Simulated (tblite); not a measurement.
**GFN1-xTB (tblite) on SnSe: a test of settings**

Aim: start from a run with usual settings and see what each changed setting does to the results.

Program: tblite 0.8.0. Level of theory: GFN1-xTB (tblite), atoms fixed, no spin polarisation. These are calculated values, not measurements.

### 1 The starting structure

Symmetry: Fm-3m, No. 225, cubic system. The conventional cell has a = 6.004 Å, b = 6.004 Å, c = 6.004 Å, α = 90.00°, β = 90.00°, γ = 90.00°. Sn (site symmetry m-3m) has 6 Se at 3.00 Å as nearest neighbours. Se (site symmetry m-3m) has 6 Sn at 3.00 Å as nearest neighbours.

Coordinates:

```xyz
2
Lattice="0.0000 3.0021 3.0021 3.0021 0.0000 3.0021 3.0021 3.0021 0.0000" Properties=species:S:1:pos:R:3 pbc="T T T"
Sn    0.0000    0.0000    0.0000
Se    3.0021    3.0021    3.0021
```

The structure type (rocksalt) is imposed and need not be the compound's stable one.

### 2 The reference run

Input file run.py:

```python
import json
from ase import Atoms
from ase.build import make_supercell
from ase.units import Bohr, GPa, Hartree
from tblite.interface import Calculator

atoms = Atoms(['Sn', 'Se'],
              cell=[[0.0, 3.00211315, 3.00211315], [3.00211315, 0.0, 3.00211315], [3.00211315, 3.00211315, 0.0]],
              scaled_positions=[[0.0, 0.0, 0.0], [0.5, 0.5, 0.5]],
              pbc=True)
cluster = make_supercell(atoms, [[-2, 2, 2], [2, -2, 2], [2, 2, -2]])
calc = Calculator('GFN1-xTB', cluster.numbers, cluster.positions / Bohr, lattice=cluster.cell[:] / Bohr, periodic=cluster.pbc)
calc.set('temperature', 0.02 / Hartree)
calc.set('max-iter', 150)
res = calc.singlepoint()
levels = res.get('orbital-energies') * Hartree
nv = round(res.get('orbital-occupations').sum() / 2)
cells = len(cluster) // len(atoms)
out = {'energy_per_cell': res.get('energy') * Hartree / cells, 'homo': levels[nv - 1], 'lumo': levels[nv],
       'stress': (-res.get('virial') * Hartree / cluster.get_volume() / GPa).tolist(), 'charges': res.get('charges')[:len(atoms)].tolist(), 'electrons': 2 * nv / cells}
json.dump(out, open('results.json', 'w'))
for key, value in out.items():
    print(key, value)
```

The run is started by

```
python run.py
```

Standard output:

```text
------------------------------------------------------------
  cycle        total energy    energy error   density error
------------------------------------------------------------
      1     -189.9641714711  -1.8944119E+02   4.2420430E-01
      2     -189.5634111057   4.0076037E-01   2.3538421E-01
      3     -190.3433308134  -7.7991971E-01   2.3135264E-01
      4     -190.5405456709  -1.9721486E-01   1.0539577E-01
      5     -190.6372075003  -9.6661829E-02   2.8740829E-02
      6     -190.6449202327  -7.7127325E-03   5.8954694E-03
      7     -190.6442248753   6.9535744E-04   1.0541007E-02
      8     -190.6449394516  -7.1457635E-04   6.4773967E-03
      9     -190.6452960318  -3.5658016E-04   2.6503359E-03
     10     -190.6453675146  -7.1482835E-05   1.1872677E-04
     11     -190.6453659089   1.6057361E-06   4.1404431E-04
     12     -190.6453676340  -1.7251266E-06   2.7994910E-05
     13     -190.6453676419  -7.8905771E-09   1.5754477E-06
------------------------------------------------------------

 total:                                   2.462 sec
energy_per_cell -162.11639664565385
homo -8.453319465855905
lumo -8.419402099678859
stress [[-12.215259306523928, 1.4839892096821066e-13, 5.3970280069208196e-14], [1.4840322797184688e-13, -12.215259306523953, 2.5452283165550177e-14], [5.39661183416806e-14, 2.544558296538833e-14, -12.215259306523949]]
charges [0.11240554266053288, -0.11240402865835232]
electrons 10.0
```

It took 3.1 s on 1 thread of Arm Neoverse V1, shared host; peak memory 0.14 GiB.

Gap 0.03 eV; pressure -12.2 GPa. The 64 atoms of the cluster fold only a few k-points onto the zone centre, so gap and energy may not be converged in the cluster's size.

### 3 Change: temperature = 0.001

run.py: that of step 2 with these lines changed.

```diff
@@ -12,3 +12,3 @@
 calc = Calculator('GFN1-xTB', cluster.numbers, cluster.positions / Bohr, lattice=cluster.cell[:] / Bohr, periodic=cluster.pbc)
-calc.set('temperature', 0.02 / Hartree)
+calc.set('temperature', 0.001 / Hartree)
 calc.set('max-iter', 150)
```

The run is started by

```
python run.py
```

Standard output:

```text
[... start of the log left out ...]
    123     -190.6022690235   2.3832671E-02   5.8500352E-02
    124     -190.6208072401  -1.8538217E-02   4.2547039E-02
    125     -190.6288069007  -7.9996606E-03   3.0265239E-02
    126     -190.5146402966   1.1416660E-01   1.0997116E-01
    127     -190.6090008972  -9.4360601E-02   5.6227385E-02
    128     -190.6248442632  -1.5843366E-02   3.6691054E-02
    129     -190.6255020378  -6.5777463E-04   3.5155637E-02
    130     -190.6237416627   1.7603751E-03   3.8380682E-02
    131     -190.6235669148   1.7474788E-04   3.7627232E-02
    132     -190.6236023042  -3.5389389E-05   3.8587966E-02
    133     -190.6192941832   4.3081211E-03   4.2598373E-02
    134     -190.6225370596  -3.2428764E-03   4.0143135E-02
    135     -190.6387719854  -1.6234926E-02   4.1610893E-03
    136     -190.6322309734   6.5410120E-03   2.4523083E-02
    137     -190.6119720805   2.0258893E-02   5.0032267E-02
    138     -190.6232034320  -1.1231352E-02   3.9181826E-02
    139     -190.6361679653  -1.2964533E-02   1.5804713E-02
    140     -190.5418950662   9.4272899E-02   9.6494393E-02
    141     -190.6126061581  -7.0711092E-02   5.2436440E-02
    142     -190.6257247084  -1.3118550E-02   3.5291451E-02
    143     -190.6193837584   6.3409500E-03   4.2502905E-02
    144     -190.6231379743  -3.7542159E-03   3.9274838E-02
    145     -190.6386908424  -1.5552868E-02   4.9636284E-03
    146     -190.6387189079  -2.8065567E-05   4.7074873E-03
    147     -190.6330593923   5.6595157E-03   2.2957162E-02
    148     -190.5191853642   1.1387403E-01   1.0777625E-01
    149     -190.6120640106  -9.2878646E-02   5.3024378E-02
    150     -190.6254869962  -1.3422986E-02   3.5672097E-02
------------------------------------------------------------

 total:                                  14.848 sec
tblite.exceptions.TBLiteRuntimeError: SCF not converged in 150 cycles
```

Run time: 15 s. Hardware: 1 thread of Arm Neoverse V1, shared host; peak memory 0.14 GiB.

The run did not converge.

### 4 Change: accuracy = 10.0

run.py: that of step 3 with these lines changed.

```diff
@@ -12,4 +12,5 @@
 calc = Calculator('GFN1-xTB', cluster.numbers, cluster.positions / Bohr, lattice=cluster.cell[:] / Bohr, periodic=cluster.pbc)
-calc.set('temperature', 0.001 / Hartree)
+calc.set('temperature', 0.02 / Hartree)
 calc.set('max-iter', 150)
+calc.set('accuracy', 10.0)
 res = calc.singlepoint()
```

The run is started by

```
python run.py
```

Standard output:

```text
------------------------------------------------------------
  cycle        total energy    energy error   density error
------------------------------------------------------------
      1     -189.9641722998  -1.8944119E+02   4.2420428E-01
      2     -189.5634120476   4.0076025E-01   2.3538417E-01
      3     -190.3433314634  -7.7991942E-01   2.3135264E-01
      4     -190.5405463502  -1.9721489E-01   1.0539575E-01
      5     -190.6372081695  -9.6661819E-02   2.8740807E-02
      6     -190.6449208931  -7.7127236E-03   5.8954443E-03
      7     -190.6442255372   6.9535585E-04   1.0540983E-02
      8     -190.6449401103  -7.1457306E-04   6.4773835E-03
      9     -190.6452966887  -3.5657837E-04   2.6503370E-03
     10     -190.6453681716  -7.1482897E-05   1.1872678E-04
     11     -190.6453665658   1.6057412E-06   4.1404436E-04
     12     -190.6453682910  -1.7251308E-06   2.7994792E-05
------------------------------------------------------------

 total:                                   2.048 sec
energy_per_cell -162.1163971975861
homo -8.453301088688326
lumo -8.41940756239175
stress [[-12.214718921243861, -8.825276375961053e-14, -5.030118207439071e-13], [-8.826155917010634e-14, -12.214718921243833, -3.5884542536748964e-13], [-5.030053367608022e-13, -3.5881472909589347e-13, -12.214718921243815]]
charges [0.1124439546970657, -0.1124430512787745]
electrons 10.0
```

It took 2.7 s on 1 thread of Arm Neoverse V1, shared host; peak memory 0.14 GiB.

Against the reference run the gap moves by 0.00 eV and the energy by 0.0 meV/atom.

### 5 Change: method = IPEA1-xTB

run.py: that of step 4 with these lines changed.

```diff
@@ -11,6 +11,5 @@
 cluster = make_supercell(atoms, [[-2, 2, 2], [2, -2, 2], [2, 2, -2]])
-calc = Calculator('GFN1-xTB', cluster.numbers, cluster.positions / Bohr, lattice=cluster.cell[:] / Bohr, periodic=cluster.pbc)
+calc = Calculator('IPEA1-xTB', cluster.numbers, cluster.positions / Bohr, lattice=cluster.cell[:] / Bohr, periodic=cluster.pbc)
 calc.set('temperature', 0.02 / Hartree)
 calc.set('max-iter', 150)
-calc.set('accuracy', 10.0)
 res = calc.singlepoint()
```

The run is started by

```
python run.py
```

Standard output:

```text
------------------------------------------------------------
  cycle        total energy    energy error   density error
------------------------------------------------------------
      1     -193.0333263221  -1.9252504E+02   4.4980881E-01
      2     -193.7709005250  -7.3757420E-01   1.9402910E-01
      3     -194.2465131467  -4.7561262E-01   9.0411619E-02
      4     -194.2443480753   2.1650713E-03   2.4991919E-02
      5     -194.2502562368  -5.9081615E-03   6.3555192E-04
      6     -194.2502599096  -3.6727540E-06   1.0092897E-04
      7     -194.2502599378  -2.8243278E-08   9.0933519E-06
------------------------------------------------------------

 total:                                   3.787 sec
energy_per_cell -165.18183776569748
homo -7.4797183995059475
lumo -6.905699551801112
stress [[-8.73628747546931, 6.008726590033012e-13, 8.182875168557495e-13], [6.009218696356333e-13, -8.736287475467408, 2.1187796632545686e-12], [8.182667654246318e-13, 2.1187686653720986e-12, -8.736287475469325]]
charges [0.16665799446685525, -0.16665799447768054]
electrons 10.0
```

It took 4.4 s on 1 thread of Arm Neoverse V1, shared host; peak memory 0.14 GiB.

Totals of another method or basis aren't compared here.

### 6 Change: mixer-damping = 1.0

run.py: that of step 5 with these lines changed.

```diff
@@ -11,5 +11,6 @@
 cluster = make_supercell(atoms, [[-2, 2, 2], [2, -2, 2], [2, 2, -2]])
-calc = Calculator('IPEA1-xTB', cluster.numbers, cluster.positions / Bohr, lattice=cluster.cell[:] / Bohr, periodic=cluster.pbc)
+calc = Calculator('GFN1-xTB', cluster.numbers, cluster.positions / Bohr, lattice=cluster.cell[:] / Bohr, periodic=cluster.pbc)
 calc.set('temperature', 0.02 / Hartree)
 calc.set('max-iter', 150)
+calc.set('mixer-damping', 1.0)
 res = calc.singlepoint()
```

The run is started by

```
python run.py
```

Standard output:

```text
------------------------------------------------------------
  cycle        total energy    energy error   density error
------------------------------------------------------------
      1     -189.9641714711  -1.8944119E+02   4.2420430E-01
      2     -180.1765101760   9.7876613E+00   8.0126148E-01
      3     -189.2653280706  -9.0888179E+00   3.4434040E-01
      4     -190.5411295814  -1.2758015E+00   9.3977663E-02
      5     -190.6106767352  -6.9547154E-02   5.1510604E-02
      6     -190.6065847956   4.0919397E-03   6.2143544E-02
      7     -190.6392600349  -3.2675239E-02   2.4210737E-02
      8     -190.6375486677   1.7113671E-03   2.6717657E-02
      9     -190.6448549617  -7.3062940E-03   7.0332607E-03
     10     -190.6453670611  -5.1209936E-04   1.4979151E-04
     11     -190.6453675394  -4.7834513E-07   5.1049626E-05
     12     -190.6453676253  -8.5910983E-08   3.0037642E-05
     13     -190.6453676341  -8.7394199E-09   2.2745958E-05
     14     -190.6453676412  -7.1038073E-09   6.6991014E-06
------------------------------------------------------------

 total:                                   2.575 sec
energy_per_cell -162.11639664504665
homo -8.453316139397495
lumo -8.419403004971054
stress [[-12.215160117229866, 5.803654168174763e-14, -3.610345728698224e-13], [5.803429747713415e-14, -12.215160117229807, 3.6613982487383566e-13], [-3.610452858064585e-13, 3.661320328049632e-13, -12.21516011722983]]
charges [0.1124136359564119, -0.11241165147395543]
electrons 10.0
```

Wall time 3.2 s (1 thread of Arm Neoverse V1, shared host); peak memory 0.14 GiB.

Against the reference run the gap moves by 0.00 eV and the energy by 0.0 meV/atom.

### 7 Change: cluster = 1x1x1

run.py: that of step 6 with these lines changed.

```diff
@@ -10,3 +10,3 @@
               pbc=True)
-cluster = make_supercell(atoms, [[-2, 2, 2], [2, -2, 2], [2, 2, -2]])
+cluster = make_supercell(atoms, [[-1, 1, 1], [1, -1, 1], [1, 1, -1]])
 calc = Calculator('GFN1-xTB', cluster.numbers, cluster.positions / Bohr, lattice=cluster.cell[:] / Bohr, periodic=cluster.pbc)
@@ -14,3 +14,2 @@
 calc.set('max-iter', 150)
-calc.set('mixer-damping', 1.0)
 res = calc.singlepoint()
```

The run is started by

```
python run.py
```

Standard output:

```text
------------------------------------------------------------
  cycle        total energy    energy error   density error
------------------------------------------------------------
      1     -24.60628130308  -2.4540908E+01   8.6683782E-02
      2     -24.60916838631  -2.8870832E-03   2.5083986E-02
      3     -24.60998428521  -8.1589890E-04   2.5311791E-02
      4     -24.61016539064  -1.8110544E-04   1.2920305E-04
      5     -24.61016538548   5.1645230E-09   1.3534488E-04
      6     -24.61016539102  -5.5385705E-09   3.1402516E-07
------------------------------------------------------------

 total:                                   0.168 sec
energy_per_cell -167.41917764463085
homo -10.628550127551831
lumo -3.442014398347012
stress [[-32.669215579079335, 1.5185483532054177e-15, 1.2073083388623759e-14], [1.5162119249194158e-15, -32.66921557907933, -1.1006560689694877e-14], [1.2105135080204198e-14, -1.1007642609049589e-14, -32.669215579079356]]
charges [0.029518141485454234, -0.029518141485428036]
electrons 10.0
```

Wall time 0.76 s (1 thread of Arm Neoverse V1, shared host); peak memory 0.095 GiB.

Against the reference run the gap moves by +7.15 eV and the energy by -2651.4 meV/atom. One cell at the zone centre alone can't describe the crystal.

### 8 What moved

| change | ends | gap (eV) | energy (meV/atom) | pressure (GPa) | time |
| --- | --- | --- | --- | --- | --- |
| none | converged | 0.03 | 0 | -12.2 | 3.1 s |
| temperature = 0.001 | not converged | – | – | – | 15 s |
| accuracy = 10.0 | converged | 0.00 | 0.0 | 0.0 | 2.7 s |
| method = IPEA1-xTB | converged | +0.54 | – | +3.5 | 4.4 s |
| mixer-damping = 1.0 | converged | 0.00 | 0.0 | 0.0 | 3.2 s |
| cluster = 1x1x1 | converged | +7.15 | -2651.4 | -20.5 | 0.76 s |

The first row holds values, the others changes from it. Keys are the program's: temperature in eV (tblite) or K (CP2K), cutoffs in Ry, CUTOFP in Å. Among the numerical settings, cluster = 1x1x1 moves the energy most (-2651.4 meV/atom). 1 of the 5 changes gave no result. The changed runs test settings; they are no properties of the crystal.
